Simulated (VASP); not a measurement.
Input of a VASP 6.6.1 run:

The input INCAR:

```
ALGO = Normal ; EDIFF = 1E-6
EDIFFG = -0.01 ; ENCUT = 520
GGA = PE ; IBRION = 2
ISIF = 3 ; ISMEAR = 0
KPAR = 4 ; LASPH = T
LCHARG = F ; LREAL = F
LWAVE = F ; NELM = 120
NSW = 90 ; PREC = Accurate
SIGMA = 0.1
```

The input KPOINTS:

```
k-points
0
Gamma
  4 7 4
```

Contents of POSCAR:

```
ZnGe2N2
1.0
    5.4358167300      0.0000000000      0.0000000000
    0.0000000000      3.1070988400      0.0000000000
   -0.0101678500      0.0000000000      8.0076253600
Zn Ge N
2 4 4
Direct
    0.1897240700      0.2500000000      0.0007272100
    0.8102759300      0.7500000000      0.9992727900
    0.4163661300      0.7500000000      0.3567954100
    0.9124250300      0.2500000000      0.3585645300
    0.5836338700      0.2500000000      0.6432045900
    0.0875749700      0.7500000000      0.6414354700
    0.2561272500      0.2500000000      0.7511662100
    0.7490292300      0.7500000000      0.7491213700
    0.2509707700      0.2500000000      0.2508786300
    0.7438727500      0.7500000000      0.2488337900
```

Potentials or basis: VASP PAW PBE potentials, release 64 (Zn, Ge_d, N).

The run is started by

```bash
$ cat potpaw_PBE.64/Zn/POTCAR potpaw_PBE.64/Ge_d/POTCAR potpaw_PBE.64/N/POTCAR > POTCAR
$ mpirun -np 4 vasp_std > vasp.out
```

(1) Predict the relaxed cell.

(2) What does it give for the relaxed volume?

(3) What does it give for the space group after relaxing (to 0.05 Å)?

(4) Estimate the band gap on the k mesh.

Answers

(1) a = 5.452 Å, b = 3.112 Å, c = 7.991 Å, α = 90.00°, β = 90.30°, γ = 90.00°.

(2) 13.56 Å³/atom.

(3) P2_1/m (No. 11).

(4) none (metal or under the smearing width).
